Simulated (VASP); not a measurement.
Here is a VASP 6.6.1 calculation.

The input INCAR:

```
SYSTEM = TaC
ALGO = Fast ; EDIFF = 1E-7
ENCUT = 520 ; GGA = PE
ISIF = 2 ; ISMEAR = 0
LASPH = .True. ; LCHARG = .True.
LELF = .True. ; LREAL = .False.
LVHAR = .True. ; LWAVE = .False.
NBANDS = 14 ; NELM = 100
PREC = Accurate ; SIGMA = 0.15
```

The input KPOINTS:

```
k-points
0
Gamma
  18 18 18
  0 0 0
```

Contents of POSCAR:

```
TaC
1.0
    0.0000000000      2.2270000000      2.2270000000
    2.2381350000      0.0000000000      2.2270000000
    2.2381350000      2.2270000000      0.0000000000
Ta C
1 1
Direct
    0.0000000000      0.0000000000      0.0000000000
    0.5000000000      0.5000000000      0.5000000000
```

Potentials or basis: VASP PAW PBE potentials, release 64 (Ta_pv, C).

The run is started by

```bash
$ cat potpaw_PBE.64/Ta_pv/POTCAR potpaw_PBE.64/C/POTCAR > POTCAR
$ mpirun -np 1 vasp_std > vasp.out
```

(1) Estimate the band gap on the k mesh.

(2) Estimate the pressure.

Answers

(1) none (metal or under the smearing width).

(2) 3.9 GPa.
